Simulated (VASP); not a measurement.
# InPd in VASP: further runs

Runs on InPd. Level: PBEsol. Tasks: single point, relaxation of the atoms.

Program: VASP 6.6.1. These are calculated values, not measurements. Logs are shortened: lines on timing, memory, paths and dates and some standing lists are left out, and cuts for length are marked.

## (1) Starting point

The cell holds a slab with vacuum, 14 atoms: a = 4.594 Å, b = 4.594 Å, c = 27.191 Å, α = 90.00°, β = 90.00°, γ = 120.00°.

## (2) Single point, PBEsol

Input file INCAR:

```
  PREC = Accurate
  ENCUT = 520
  EDIFF = 1E-7
  ISMEAR = 1
  SIGMA = 0.1
  LREAL = False
  LASPH = True
  NELM = 80
  ALGO = Fast
  ISIF = 2
  LWAVE = False
  LCHARG = False
  LDIPOL = True
  IDIPOL = 3
  DIPOL = 0.5 0.5 0.500
  GGA = PS
  NBANDS = 94
  LVHAR = True
  LVACPOTAV = True
  ICORELEVEL = 1
  KPAR = 4
```

Input file KPOINTS:

```
Automatic mesh
0
Gamma
  9 9 1
```

Input file POSCAR:

```
InPd
1.0
    4.5939525500      0.0000000000      0.0000000000
   -2.2969762700      3.9784796100      0.0000000000
    0.0000000000      0.0000000000     27.1905762900
Pd In
7 7
Direct
    0.3333333300      0.6666666700      0.2758308600
    0.0000000000      0.0000000000      0.3448059800
    0.6666666700      0.3333333300      0.4137811000
    0.3333333300      0.6666666700      0.4827562200
    0.0000000000      0.0000000000      0.5517313400
    0.6666666700      0.3333333300      0.6207064600
    0.3333333300      0.6666666700      0.6896815800
    0.6666666700      0.3333333300      0.3103184200
    0.3333333300      0.6666666700      0.3792935400
    0.0000000000      0.0000000000      0.4482686600
    0.6666666700      0.3333333300      0.5172437800
    0.3333333300      0.6666666700      0.5862189000
    0.0000000000      0.0000000000      0.6551940200
    0.6666666700      0.3333333300      0.7241691400
```

Potentials or basis: VASP PAW PBE potentials, release 64 (Pd, In_d).

Started as:

```console
$ cat potpaw_PBE.64/Pd/POTCAR potpaw_PBE.64/In_d/POTCAR > POTCAR
$ mpirun -np 4 vasp_std > vasp.out
```

OUTCAR:

```text
PREC = Accurate
   ENCUT = 520
   EDIFF = 1E-7
   ISMEAR = 1
   LREAL = False
   LASPH = True
   NELM = 80
   ISIF = 2
   GGA = PS

 ion  position               nearest neighbor table
   1  0.333  0.667  0.276-   8 2.81   8 2.81   9 2.81   8 2.81   2 3.25   2 3.25   2 3.25
   2  0.000  0.000  0.345-   8 2.81   9 2.81  10 2.81   8 2.81   9 2.81   8 2.81   9 2.81   1 3.25
                             3 3.25   1 3.25   3 3.25   1 3.25   3 3.25
   3  0.667  0.333  0.414-  10 2.81   9 2.81   9 2.81  11 2.81   8 2.81  10 2.81  10 2.81   9 2.81
                             2 3.25   4 3.25   4 3.25   2 3.25   2 3.25   4 3.25
   4  0.333  0.667  0.483-  10 2.81  11 2.81  11 2.81  12 2.81   9 2.81  10 2.81  10 2.81  11 2.81
                             5 3.25   3 3.25   3 3.25   5 3.25   5 3.25   3 3.25
   5  0.000  0.000  0.552-  12 2.81  11 2.81  13 2.81  10 2.81  12 2.81  11 2.81  12 2.81  11 2.81
                             6 3.25   4 3.25   6 3.25   4 3.25   6 3.25   4 3.25
   6  0.667  0.333  0.621-  13 2.81  12 2.81  12 2.81  14 2.81  11 2.81  13 2.81  13 2.81  12 2.81
                             5 3.25   7 3.25   7 3.25   5 3.25   5 3.25   7 3.25
   7  0.333  0.667  0.690-  13 2.81  14 2.81  14 2.81  12 2.81  13 2.81  13 2.81  14 2.81   6 3.25
                             6 3.25   6 3.25
   8  0.667  0.333  0.310-   2 2.81   1 2.81   1 2.81   3 2.81   2 2.81   2 2.81   1 2.81   9 3.25
                             9 3.25   9 3.25
   9  0.333  0.667  0.379-   2 2.81   3 2.81   3 2.81   4 2.81   1 2.81   2 2.81   2 2.81   3 2.81
                            10 3.25   8 3.25   8 3.25  10 3.25  10 3.25   8 3.25
  10  0.000  0.000  0.448-   3 2.81   4 2.81   2 2.81   5 2.81   3 2.81   4 2.81   3 2.81   4 2.81
                             9 3.25  11 3.25   9 3.25  11 3.25   9 3.25  11 3.25
  11  0.667  0.333  0.517-   5 2.81   4 2.81   4 2.81   6 2.81   3 2.81   5 2.81   5 2.81   4 2.81
                            10 3.25  12 3.25  12 3.25  10 3.25  10 3.25  12 3.25
  12  0.333  0.667  0.586-   5 2.81   6 2.81   6 2.81   7 2.81   4 2.81   5 2.81   5 2.81   6 2.81
                            13 3.25  11 3.25  11 3.25  13 3.25  13 3.25  11 3.25
  13  0.000  0.000  0.655-   7 2.81   6 2.81   5 2.81   7 2.81   6 2.81   7 2.81   6 2.81  14 3.25
                            12 3.25  14 3.25  12 3.25  14 3.25  12 3.25
  14  0.667  0.333  0.724-   7 2.81   7 2.81   6 2.81   7 2.81  13 3.25  13 3.25  13 3.25

  LATTYP: Found a hexagonal cell.
 ALAT       =     4.5939525500
 C/A-ratio  =     5.9187760418

  Lattice vectors:

 A1 = (   4.5939525500,   0.0000000000,   0.0000000000)
 A2 = (  -2.2969762700,   3.9784796100,   0.0000000000)
 A3 = (   0.0000000000,   0.0000000000,  27.1905762900)

Analysis of symmetry for initial positions (statically):
=====================================================================
 Subroutine PRICEL returns:
 Original cell was already a primitive cell.

 Routine SETGRP: Setting up the symmetry group for a
 hexagonal supercell.

 Subroutine GETGRP returns: Found  6 space group operations
 (whereof  6 operations were pure point group operations)
 out of a pool of 24 trial point group operations.

The static configuration has the point symmetry C_3v.

Analysis of symmetry for dynamics (positions and initial velocities):
=====================================================================
 Subroutine PRICEL returns:
 Original cell was already a primitive cell.

 Routine SETGRP: Setting up the symmetry group for a
 hexagonal supercell.

 Subroutine GETGRP returns: Found  6 space group operations
 (whereof  6 operations were pure point group operations)
 out of a pool of 24 trial point group operations.

The dynamic configuration has the point symmetry C_3v.

 Subroutine INISYM returns: Found  6 space group operations
 (whereof  6 operations are pure point group operations),
 and found     1 'primitive' translations

----------------------------------------------------------------------------------------

                                     Primitive cell

  volume of cell :     496.9607

  direct lattice vectors                    reciprocal lattice vectors
     4.593952550  0.000000000  0.000000000     0.217677477  0.125676150  0.000000000
    -2.296976270  3.978479610  0.000000000     0.000000000  0.251352300  0.000000000
     0.000000000  0.000000000 27.190576290     0.000000000  0.000000000  0.036777448

[... 104 lines left out ...]
   PSTRESS=    0.0 pullay stress
   NELECT =     161.0000    total number of electrons
   NUPDOWN=      -1.0000    fix difference up-down
   EMIN   =  10.00;   EMAX   =-10.00  energy-range for DOS
   EFERMI =   0.00;   METHOD = LEGACY
   ISMEAR =     1;   SIGMA  =   0.10  broadening in eV -4-tet -1-fermi 0-gaus
   EFERMI_NEDOS =   21; number of points for ismear=-14 and -15
   IALGO  =     68    algorithm
   IMIX   =      4    mixing-type and parameters
     AMIX     =   0.40;   BMIX     =  1.00
[... 27 lines left out ...]
  ---------------------------------------------------
  ext. energy  EPLUGINS =         0.00000000
  ---------------------------------------------------
  free energy    TOTEN  =       -66.97241556 eV

  energy without entropy =      -66.97350852  energy(sigma->0) =      -66.97277988

 the core state eigenenergies are
   1-  1s -24156.9726  2s  -3523.2354  2p  -3157.9950  3s   -631.6922  3p   -511.6891
       3d   -321.2245  4s    -80.8292  4p    -46.5876
   2-  1s -24157.9264  2s  -3524.2488  2p  -3159.0054  3s   -632.6519  3p   -512.6490
       3d   -322.1935  4s    -81.6781  4p    -47.4094
   3-  1s -24158.0933  2s  -3524.4358  2p  -3159.1901  3s   -632.8546  3p   -512.8517
       3d   -322.3956  4s    -81.9149  4p    -47.6534
   4-  1s -24158.0374  2s  -3524.3791  2p  -3159.1329  3s   -632.8092  3p   -512.8062
       3d   -322.3488  4s    -81.8933  4p    -47.6373
   5-  1s -24158.0181  2s  -3524.3595  2p  -3159.1134  3s   -632.7906  3p   -512.7876
       3d   -322.3301  4s    -81.8770  4p    -47.6216
   6-  1s -24158.0076  2s  -3524.3491  2p  -3159.1032  3s   -632.7744  3p   -512.7714
       3d   -322.3145  4s    -81.8478  4p    -47.5891
   7-  1s -24157.9387  2s  -3524.2634  2p  -3159.0205  3s   -632.6517  3p   -512.6489
       3d   -322.1951  4s    -81.6504  4p    -47.3766
   8-  1s -27740.7414  2s  -4147.2448  2p  -3721.2290  3s   -781.1439  3p   -641.6986
       3d   -425.3731  4s   -112.3672  4p    -70.8318
   9-  1s -27741.0066  2s  -4147.5169  2p  -3721.4992  3s   -781.4359  3p   -641.9905
       3d   -425.6630  4s   -112.6914  4p    -71.1598
  10-  1s -27741.1395  2s  -4147.6509  2p  -3721.6331  3s   -781.5698  3p   -642.1243
       3d   -425.7970  4s   -112.8243  4p    -71.2925
  11-  1s -27741.1904  2s  -4147.7016  2p  -3721.6838  3s   -781.6200  3p   -642.1746
       3d   -425.8472  4s   -112.8738  4p    -71.3419
  12-  1s -27741.1236  2s  -4147.6351  2p  -3721.6173  3s   -781.5537  3p   -642.1082
       3d   -425.7809  4s   -112.8078  4p    -71.2759
  13-  1s -27740.9746  2s  -4147.4859  2p  -3721.4687  3s   -781.3961  3p   -641.9507
       3d   -425.6243  4s   -112.6376  4p    -71.1043
  14-  1s -27740.7475  2s  -4147.2446  2p  -3721.2305  3s   -781.1325  3p   -641.6874
       3d   -425.3626  4s   -112.3433  4p    -70.8079

 E-fermi :   2.7980     XC(G=0):  -6.7913

 val. band max:        2.7369753427   @ k =   0.3333   0.1111   0.0000
 cond. band min:       2.8070015942   @ k =   0.0000   0.0000   0.0000
 fundamental gap:      0.0700262516
 Fermi energy:         2.7980335103

 k-point     1 :       0.0000    0.0000    0.0000
  band No.  band energies     occupation
      1     -12.1292      2.00000
      2     -12.1292      2.00000
      3     -12.0273      2.00000
      4     -12.0151      2.00000
      5     -12.0151      2.00000
      6     -11.9551      2.00000
[... 1129 lines left out ...]
     91       7.1933      0.00000
     92       8.1678      0.00000
 [bands above 92 left out]

------------------------ aborting loop because EDIFF is reached ----------------------------------------

  FORCE on cell =-STRESS in cart. coord.  units (eV):
  Direction    XX          YY          ZZ          XY          YZ          ZX
  --------------------------------------------------------------------------------------
  -------------------------------------------------------------------------------------
  Total       -5.9013090     -5.9013090     -2.5877791     -0.0000000      0.0000000      0.0000000
  in kB      -19.0255353    -19.0255352     -8.3428749     -0.0000000      0.0000000      0.0000000
  external PRESSURE =     -15.4646485 kB  Pullay stress =       0.0000000 kB

 VOLUME and BASIS-vectors are now :
 -----------------------------------------------------------------------------
  energy-cutoff  :      520.00
  volume of cell :      496.96
      direct lattice vectors                 reciprocal lattice vectors
     4.593952550  0.000000000  0.000000000     0.217677477  0.125676150  0.000000000
    -2.296976270  3.978479610  0.000000000     0.000000000  0.251352300  0.000000000
     0.000000000  0.000000000 27.190576290     0.000000000  0.000000000  0.036777448

 POSITION                                       TOTAL-FORCE (eV/Angst)
 -----------------------------------------------------------------------------------
     -0.00000      2.65232      7.50000         0.000000     -0.000000      1.494529
      0.00000      0.00000      9.37547        -0.000000      0.000000     -0.110600
      2.29698      1.32616     11.25095        -0.000000      0.000000      0.109384
     -0.00000      2.65232     13.12642        -0.000000      0.000000      0.096730
      0.00000      0.00000     15.00189        -0.000000      0.000000     -0.186827
      2.29698      1.32616     16.87737        -0.000000      0.000000     -0.350368
     -0.00000      2.65232     18.75284         0.000000      0.000000     -0.384777
      2.29698      1.32616      8.43774        -0.000000     -0.000000     -0.904954
     -0.00000      2.65232     10.31321         0.000000      0.000000     -0.406053
      0.00000      0.00000     12.18868        -0.000000      0.000000     -0.271227
      2.29698      1.32616     14.06416         0.000000     -0.000000      0.028016
     -0.00000      2.65232     15.93963         0.000000     -0.000000      0.267830
      0.00000      0.00000     17.81510        -0.000000      0.000000      0.477421
      2.29698      1.32616     19.69058        -0.000000      0.000000      0.140895
 -----------------------------------------------------------------------------------
    total drift:                               -0.000002      0.000002      0.006890

  FREE ENERGIE OF THE ION-ELECTRON SYSTEM (eV)
  ---------------------------------------------------
  free  energy   TOTEN  =       -66.9724155635 eV

  energy  without entropy=      -66.9735085173  energy(sigma->0) =      -66.97277988

 vacuum level on the upper side and lower side of the slab         7.317         7.209
```

Run time: 6.7 min. Hardware: 4 MPI ranks of Intel Xeon 6975P-C (Granite Rapids), shared host; peak memory 0.88 GiB.

What came out:

| Property | Result |
| --- | --- |
| Free energy | -66.9724 eV |
| Largest force | 1.495 eV/Å |
| Band gap on the k mesh | none (metal or under the smearing width) |
| Work function of the upper face | 4.52 eV |
| Work function of the lower face | 4.41 eV |

Forces on the atoms (eV/Å):
```
Pd   0.000  0.000  1.495
Pd   0.000  0.000 -0.111
Pd   0.000  0.000  0.109
Pd   0.000  0.000  0.097
Pd   0.000  0.000 -0.187
Pd   0.000  0.000 -0.350
Pd   0.000  0.000 -0.385
In   0.000  0.000 -0.905
In   0.000  0.000 -0.406
In   0.000  0.000 -0.271
In   0.000  0.000  0.028
In   0.000  0.000  0.268
In   0.000  0.000  0.477
In   0.000  0.000  0.141
```

Levels at points of the mesh, in eV from the Fermi level:
```
           k point  band 79  band 80  band 81  band 82  band 83  band 84
(0.00, 0.00, 0.00)     1.76     2.32     2.65     2.76     2.76     2.79
```

Core levels (eV, on the scale of the bands):
| atom | levels |
| --- | --- |
| 1 Pd | 1s -24157.0, 2s -3523.2, 2p -3158.0, 3s -631.7, 3p -511.7, 3d -321.2, 4s -80.8, 4p -46.6 |
| 2 Pd | 1s -24157.9, 2s -3524.2, 2p -3159.0, 3s -632.7, 3p -512.6, 3d -322.2, 4s -81.7, 4p -47.4 |
| 3 Pd | 1s -24158.1, 2s -3524.4, 2p -3159.2, 3s -632.9, 3p -512.9, 3d -322.4, 4s -81.9, 4p -47.7 |
| 4 Pd | 1s -24158.0, 2s -3524.4, 2p -3159.1, 3s -632.8, 3p -512.8, 3d -322.3, 4s -81.9, 4p -47.6 |
| 5 Pd | 1s -24158.0, 2s -3524.4, 2p -3159.1, 3s -632.8, 3p -512.8, 3d -322.3, 4s -81.9, 4p -47.6 |
| 6 Pd | 1s -24158.0, 2s -3524.3, 2p -3159.1, 3s -632.8, 3p -512.8, 3d -322.3, 4s -81.8, 4p -47.6 |

Caveat: the PAW data sets were made with another functional, which shifts forces and pressure a little.

## (3) Relaxation of the atoms, PBEsol

Input file INCAR:

```
SYSTEM = InPd
  ALGO = Normal
  DIPOL = 0.5 0.5 0.500
  EDIFF = 1E-6
  EDIFFG = -0.02
  ENCUT = 520
  GGA = PS
  IBRION = 2
  IDIPOL = 3
  ISIF = 2
  ISMEAR = 1
  KPAR = 4
  LASPH = .TRUE.
  LCHARG = .FALSE.
  LDIPOL = .TRUE.
  LREAL = .FALSE.
  LWAVE = .FALSE.
  NELM = 80
  NSW = 80
  PREC = Accurate
  SIGMA = 0.1
```

Input file KPOINTS:

```
k-points
0
G
  9 9 1
  0 0 0
```

POSCAR is that of step 2.

Potentials or basis: VASP PAW PBE potentials, release 64 (Pd, In_d).

Started as:

```console
$ cat potpaw_PBE.64/Pd/POTCAR potpaw_PBE.64/In_d/POTCAR > POTCAR
$ mpirun -np 4 vasp_std > vasp.out
```

Run time: 38 min. Hardware: 4 MPI ranks of Intel Xeon 6975P-C (Granite Rapids), shared host; peak memory 0.93 GiB.

Results (log left out):

```
Free energy                  : -67.3929 eV
Energy gained by relaxing    : 30.0 meV/atom
Ionic steps                  : 13
Largest force after relaxing : 0.019 eV/Å
Band gap on the k mesh       : none (metal or under the smearing width)
```

Forces in eV/Å, atoms in the order of the input:
```
Pd   0.000  0.000  0.005
Pd   0.000  0.000  0.018
Pd   0.000  0.000 -0.006
Pd   0.000  0.000 -0.016
Pd   0.000  0.000 -0.002
Pd   0.000  0.000 -0.014
Pd   0.000  0.000 -0.003
In   0.000  0.000 -0.001
In   0.000  0.000  0.000
In   0.000  0.000  0.019
In   0.000  0.000 -0.015
In   0.000  0.000  0.011
In   0.000  0.000  0.007
In   0.000  0.000 -0.001
```

Step by step:
```
step  energy change (eV)  largest force (eV/Å)  pressure (GPa)
   1              0.0000                1.4946           -1.55
   2             -0.1666                1.1540           -1.49
   3             -0.3206                1.0115           -1.14
   4             -0.3213                0.8781           -1.18
   5             -0.3746                0.4163           -1.23
   6             -0.4002                0.3262           -1.23
   7             -0.4131                0.1223           -1.15
   8             -0.4144                0.0910           -1.11
   9             -0.4169                0.0726           -1.11
  10             -0.4193                0.0569           -1.10
  11             -0.4200                0.0496           -1.06
  12             -0.4200                0.0433           -1.07
  13             -0.4204                0.0188           -1.07
```

Final structure:
```xyz
14
Lattice="4.5940 0.0000 0.0000 -2.2970 3.9785 0.0000 0.0000 0.0000 27.1906" Properties=species:S:1:pos:R:3 pbc="T T T"
Pd    0.0000    2.6523    7.8348
Pd    0.0000    0.0000    9.2855
Pd    2.2970    1.3262   11.2150
Pd    0.0000    2.6523   13.2182
Pd    0.0000    0.0000   14.9407
Pd    2.2970    1.3262   16.7778
Pd    0.0000    2.6523   18.6982
In    2.2970    1.3262    8.2265
In    0.0000    2.6523   10.4045
In    0.0000    0.0000   12.1113
In    2.2970    1.3262   14.0259
In    0.0000    2.6523   15.9848
In    0.0000    0.0000   17.9119
In    2.2970    1.3262   19.6990
```

Levels at points of the mesh, in eV from the Fermi level:
| k point | band 79 | band 80 | band 81 | band 82 | band 83 | band 84 |
| --- | --- | --- | --- | --- | --- | --- |
| (0.00, 0.00, 0.00) | 1.86 | 2.45 | 2.71 | 2.80 | 2.80 | 2.88 |

Caveat: the PAW data sets were made with another functional, which shifts forces and pressure a little.

## (4) Single point, PBEsol

Input file INCAR:

```
  PREC = Accurate
  ENCUT = 520
  EDIFF = 1E-7
  ISMEAR = 1
  SIGMA = 0.1
  LREAL = False
  LASPH = True
  NELM = 80
  ALGO = Fast
  ISIF = 2
  LWAVE = False
  LCHARG = False
  LDIPOL = True
  IDIPOL = 3
  DIPOL = 0.5 0.5 0.500
  GGA = PS
  NBANDS = 94
  LVHAR = True
  LVACPOTAV = True
  ICORELEVEL = 1
  KPAR = 4
```

Input file KPOINTS:

```
Automatic mesh
0
Gamma
  9 9 1
```

Input file POSCAR:

```
InPd                                    
1.0
    4.5939525500      0.0000000000      0.0000000000
   -2.2969762700      3.9784796100      0.0000000000
    0.0000000000      0.0000000000     27.1905762900
  Pd              In            
     7     7
Direct
     0.3333333300000021    0.6666666699999979    0.2881430207260038
     0.0000000000000000    0.0000000000000000    0.3414986710729740
     0.6666666699999979    0.3333333300000021    0.4124588730338347
     0.3333333300000021    0.6666666699999979    0.4861306438551907
     0.0000000000000000    0.0000000000000000    0.5494796965950848
     0.6666666699999979    0.3333333300000021    0.6170455901600110
     0.3333333300000021    0.6666666699999979    0.6876712875502456
     0.6666666699999979    0.3333333300000021    0.3025514584553383
     0.3333333300000021    0.6666666699999979    0.3826522848779079
     0.0000000000000000    0.0000000000000000    0.4454211354393235
     0.6666666699999979    0.3333333300000021    0.5158359087135855
     0.3333333300000021    0.6666666699999979    0.5878799425084857
     0.0000000000000000    0.0000000000000000    0.6587526510856265
     0.6666666699999979    0.3333333300000021    0.7244788359263873
```

Started as:

```console
$ cat potpaw_PBE.64/Pd/POTCAR potpaw_PBE.64/In_d/POTCAR > POTCAR
$ mpirun -np 4 vasp_std > vasp.out
```

Wall time 7 min (4 MPI ranks of Intel Xeon 6975P-C (Granite Rapids), shared host); peak memory 0.88 GiB.

The run converged. Its results:

```
Free energy                     : -67.3929 eV
Largest force                   : 0.019 eV/Å
Band gap on the k mesh          : none (metal or under the smearing width)
Work function of the upper face : 4.45 eV
Work function of the lower face : 4.51 eV
```

Forces in eV/Å, atoms in the order of the input:
```
Pd   0.000  0.000  0.005
Pd   0.000  0.000  0.017
Pd   0.000  0.000 -0.005
Pd   0.000  0.000 -0.016
Pd   0.000  0.000 -0.002
Pd   0.000  0.000 -0.013
Pd   0.000  0.000 -0.003
In   0.000  0.000  0.000
In   0.000  0.000  0.002
In   0.000  0.000  0.019
In   0.000  0.000 -0.017
In   0.000  0.000  0.012
In   0.000  0.000  0.006
In   0.000  0.000 -0.002
```

Levels at points of the mesh, in eV from the Fermi level:
| k point | band 77 | band 78 | band 79 | band 80 | band 81 | band 82 | band 83 | band 84 | band 85 | band 86 |
| --- | --- | --- | --- | --- | --- | --- | --- | --- | --- | --- |
| (0.00, 0.00, 0.00) | 0.14 | 1.09 | 1.86 | 2.45 | 2.71 | 2.80 | 2.80 | 2.88 | 2.88 | 3.14 |

Core levels (eV, on the scale of the bands):
```csv
atom,levels
1 Pd,"1s -24157.3, 2s -3523.6, 2p -3158.4, 3s -632.1, 3p -512.1, 3d -321.6, 4s -81.2, 4p -47.0"
2 Pd,"1s -24157.9, 2s -3524.2, 2p -3159.0, 3s -632.6, 3p -512.6, 3d -322.1, 4s -81.6, 4p -47.3"
3 Pd,"1s -24158.1, 2s -3524.4, 2p -3159.2, 3s -632.8, 3p -512.8, 3d -322.4, 4s -81.9, 4p -47.6"
4 Pd,"1s -24158.1, 2s -3524.4, 2p -3159.2, 3s -632.8, 3p -512.8, 3d -322.4, 4s -81.9, 4p -47.7"
5 Pd,"1s -24158.0, 2s -3524.3, 2p -3159.1, 3s -632.8, 3p -512.8, 3d -322.3, 4s -81.8, 4p -47.6"
6 Pd,"1s -24158.0, 2s -3524.3, 2p -3159.1, 3s -632.7, 3p -512.7, 3d -322.3, 4s -81.8, 4p -47.6"
```

Caveat: the PAW data sets were made with another functional, which shifts forces and pressure a little.
